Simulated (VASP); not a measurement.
# VASP 6.6.1 run: PbS

INCAR

```
ISMEAR = -1
METAGGA = MS2
LASPH = .TRUE.
EDIFF = 1E-7
IBRION = -1
NBANDS = 17
LREAL = .FALSE.
ENCUT = 520
LCHARG = .FALSE.
NSW = 0
LWAVE = .FALSE.
PREC = Accurate
NELM = 90
ISIF = 2
SIGMA = 0.02
```

KPOINTS

```
KPOINTS created by Atomic Simulation Environment
0
Gamma
8 8 8
0 0 0
```

POSCAR

```
Pb S
 1.0000000000000000
     0.0805752171000000    3.0080632397999998    3.0080632397999998
     3.0080632397999998    0.0805752171000000    3.0080632397999998
     3.0080632397999998    3.0080632397999998    0.0805752171000000
 Pb  S
   1   1
Cartesian
  0.0000000000000000  0.0000000000000000  0.0000000000000000
  3.0483508483499997  3.0483508483499997  3.0483508483499997
```

The recommended PBE PAW datasets give the neutral cell 20 valence electrons.

Command

```
mpirun -np 1 vasp_std
```

OSZICAR

```
N       E                     dE             d eps       ncg     rms          rms(c)
DAV:   1     0.152960992288E+03    0.15296E+03   -0.88582E+03  2226   0.113E+03
DAV:   2     0.234571126913E+01   -0.15062E+03   -0.14483E+03  2320   0.291E+02
DAV:   3    -0.819497129907E+01   -0.10541E+02   -0.10418E+02  2838   0.851E+01
DAV:   4    -0.843588747165E+01   -0.24092E+00   -0.24059E+00  2843   0.132E+01
DAV:   5    -0.844371897743E+01   -0.78315E-02   -0.78309E-02  3320   0.236E+00    0.723E+00
DAV:   6     0.630953801499E+01    0.14753E+02   -0.25957E+01  2794   0.103E+02    0.353E+00
DAV:   7     0.644184716213E+01    0.13231E+00   -0.68695E-01  2950   0.111E+01    0.305E+00
DAV:   8     0.647229365203E+01    0.30446E-01   -0.17535E-01  2966   0.614E+00    0.142E+00
DAV:   9     0.646515885974E+01   -0.71348E-02   -0.37533E-02  2789   0.264E+00    0.301E-01
DAV:  10     0.646596150839E+01    0.80265E-03   -0.85655E-03  2936   0.137E+00    0.569E-02
DAV:  11     0.646593612782E+01   -0.25381E-04   -0.44920E-04  3075   0.353E-01    0.879E-02
DAV:  12     0.646588803571E+01   -0.48092E-04   -0.25678E-05  3079   0.475E-02    0.111E-02
DAV:  13     0.646589795620E+01    0.99205E-05   -0.55340E-06  3135   0.151E-02    0.131E-02
DAV:  14     0.646589841453E+01    0.45833E-06   -0.17803E-06  2751   0.207E-02    0.317E-03
DAV:  15     0.646589643071E+01   -0.19838E-05   -0.77777E-07  2670   0.158E-02    0.251E-04
DAV:  16     0.646589597770E+01   -0.45301E-06   -0.32058E-08  1429   0.166E-03    0.608E-04
DAV:  17     0.646589599320E+01    0.15506E-07   -0.55144E-09  1332   0.876E-04
   1 F= 0.64658960E+01 E0= 0.64659035E+01  d E =-.150283E-04
```

From OUTCAR

```
k-points           NKPTS =     65   k-points in BZ     NKDIM =     65   number of bands    NBANDS=     17

   NELECT =      20.0000    total number of electrons

   dimension x,y,z NGX =    32 NGY =   32 NGZ =   32
   dimension x,y,z NGXF=    64 NGYF=   64 NGZF=   64

  energy-cutoff  :      520.00
  volume of cell :       52.25
      direct lattice vectors                 reciprocal lattice vectors
     0.080575217  3.008063240  3.008063240    -0.173052151  0.168537633  0.168537633
     3.008063240  0.080575217  3.008063240     0.168537633 -0.173052151  0.168537633
     3.008063240  3.008063240  0.080575217     0.168537633  0.168537633 -0.173052151

 k-points in reciprocal lattice and weights: KPOINTS created by Atomic Simulation Env
   0.00000000  0.00000000  0.00000000       0.002
   0.12500000  0.00000000  0.00000000       0.012
   0.25000000  0.00000000  0.00000000       0.012
   0.37500000  0.00000000  0.00000000       0.012
   0.50000000  0.00000000  0.00000000       0.006
   0.12500000  0.12500000  0.00000000       0.012
   0.25000000  0.12500000  0.00000000       0.023
   0.37500000  0.12500000  0.00000000       0.023
   ...

 E-fermi :   5.9143

 k-point     1 :       0.0000    0.0000    0.0000
  band No.  band energies     occupation
      1     -11.2975      2.00000
      2     -11.2975      2.00000
      3     -11.2840      2.00000
      4     -11.2781      2.00000
      5     -11.2781      2.00000
      6      -8.5379      2.00000
      7      -0.3914      2.00000
      8       3.1679      2.00000
      9       3.4719      2.00000
     10       3.4719      2.00000
     11      10.9768      0.00000
     12      10.9768      0.00000
     13      11.0029      0.00000
     14      12.2716      0.00000
     15      12.7941      0.00000
     16      12.7941      0.00000
     17      14.4396      0.00000

 k-point     2 :       0.1250    0.0000    0.0000
  band No.  band energies     occupation
      1     -11.3004      2.00000
      2     -11.2919      2.00000
      3     -11.2820      2.00000
      4     -11.2806      2.00000
      5     -11.2756      2.00000
      6      -8.4106      2.00000
      7      -0.8493      2.00000
      8       3.2450      2.00000
      9       3.5023      2.00000
     10       3.7911      2.00000
     11       9.7443      0.00000
     12      10.1960      0.00000
     13      10.2028      0.00000
     14      12.5251      0.00000
     15      12.7109      0.00000
     16      13.1961      0.00000
     17      15.7699      0.00000

 k-point     3 :       0.2500    0.0000    0.0000
  band No.  band energies     occupation
      1     -11.3105      2.00000
      2     -11.2960      2.00000
      3     -11.2837      2.00000
      4     -11.2688      2.00000
      5     -11.2602      2.00000
      6      -8.0627      2.00000
      7      -1.8138      2.00000
      8       3.3914      2.00000
      9       3.5912      2.00000
     10       4.4522      2.00000
     11       8.0581      0.00000
     12       8.9351      0.00000
     13       8.9910      0.00000
     14      12.6488      0.00000
     15      13.6147      0.00000
     16      14.1376      0.00000
     17      17.8160      0.00000

 ...

  Total        0.1017600      0.1017600      0.1017600     -0.1810183     -0.1810183     -0.1810183
  in kB        3.1203443      3.1203443      3.1203443     -5.5507020     -5.5507020     -5.5507020
  external PRESSURE =       3.1203443 kB  Pullay stress =       0.0000000 kB

 POSITION                                       TOTAL-FORCE (eV/Angst)
 -----------------------------------------------------------------------------------
      0.00000      0.00000      0.00000         0.000000     -0.000000      0.000000
      3.04835      3.04835      3.04835        -0.000000      0.000000     -0.000000
 -----------------------------------------------------------------------------------
    total drift:                                0.000000     -0.000000     -0.000000

  FREE ENERGIE OF THE ION-ELECTRON SYSTEM (eV)
  ---------------------------------------------------
  free  energy   TOTEN  =         6.4658959932 eV

  energy  without entropy=        6.4659110215  energy(sigma->0) =        6.46590351
```

It converged. Results: gap between bands v and c on the k mesh 0.18 eV; least direct gap on the k mesh 0.41 eV; pressure 0.3 GPa. Band v is the last that the valence electrons fill when counted band by band, and c is the next.

For comparison, a separate PBE run of the intended cell, on usual settings and not on those above, gives a gap of 0.12 eV on its mesh and a pressure of 2.0 GPa.

The run above took about 2.2 min on one core of a shared host (Intel Xeon Platinum 8488C) and held 0.21 GiB at most.
